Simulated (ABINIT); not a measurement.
Planning a run of ABINIT 10.8.3 on SiC (Moissanite). The input:

```
acell 3*1.0 Angstrom
rprim 
  3.081000000023 -0.000000000005 0.000000000000
  -1.540500000007 2.668224269083 0.000000000000
  0.000000000000 0.000000000000 15.124800000000
ntypat 2
znucl 14 6
natom 12
typat 1 1 1 1 1 1 2 2 2 2 2 2
xred 
  0.000000000000 0.000000000000 0.000000000000
  0.000000000000 0.000000000000 0.500000000000
  0.333333333333 0.666666666667 0.166400000000
  0.666666666667 0.333333333333 0.666400000000
  0.666666666667 0.333333333333 0.332900000000
  0.333333333333 0.666666666667 0.832900000000
  0.333333333333 0.666666666667 0.041200000000
  0.666666666667 0.333333333333 0.541200000000
  0.666666666667 0.333333333333 0.208000000000
  0.333333333333 0.666666666667 0.708000000000
  0.000000000000 0.000000000000 0.374600000000
  0.000000000000 0.000000000000 0.874600000000
pp_dirpath "pseudos"
pseudos "Si.upf, C.upf"
ecut 37
ngkpt 3 3 1
nshiftk 1
shiftk 0 0 0
kptopt 1
chksymbreak 0
istwfk *1
occopt 1
irdwfk 1
optdriver 4
nband 145
gwcalctyp 0
ecutsigx 37
symsigma 1
nkptgw 2
kptgw 
  0.0000000000 0.0000000000 0.0000000000
  0.3333333333 0.0000000000 0.0000000000
bdgw 
  23 26
  23 26
ecuteps 4.69
irdscr 1
ppmodel 1
indata_prefix "in"
outdata_prefix "out"
tmpdata_prefix "tmp"
```

```sh
OMP_NUM_THREADS=1 mpirun -n 4 abinit run.abi > log
```

Estimate wall time and host memory on 4 MPI ranks of Arm Neoverse V1, shared host.

It took 15 s; on shared hardware allow 7.7 s to 31 s. Peak host memory was 0.84 GiB.

[Paths, hosts, dates, memory and timing lines, banners, echoed tables and standing remarks are left out of the program output.]

[Logs are printed without paths, hosts, clocks, repeated set-up lines and the standing remarks that a program may print on its own settings, such as how far it seeks lower states.]

[Runs of the session that timed out or met a known fault of the program may be left out.]

[Hosts, paths, dates, database ids (printed as entryN), source tags and the programs' standing remarks are cut or masked in the printed files.]

[G0W0 gaps are taken among the corrected bands and points alone; a level outside them can change the order at an edge.]

[Where Ansatz stands beside ABINIT at settings called matched, ABINIT's density can come from a denser mesh and the files from another edition; pairs whose starting gaps differed by over 0.03 eV were left out, so agreement reads better than it is.]
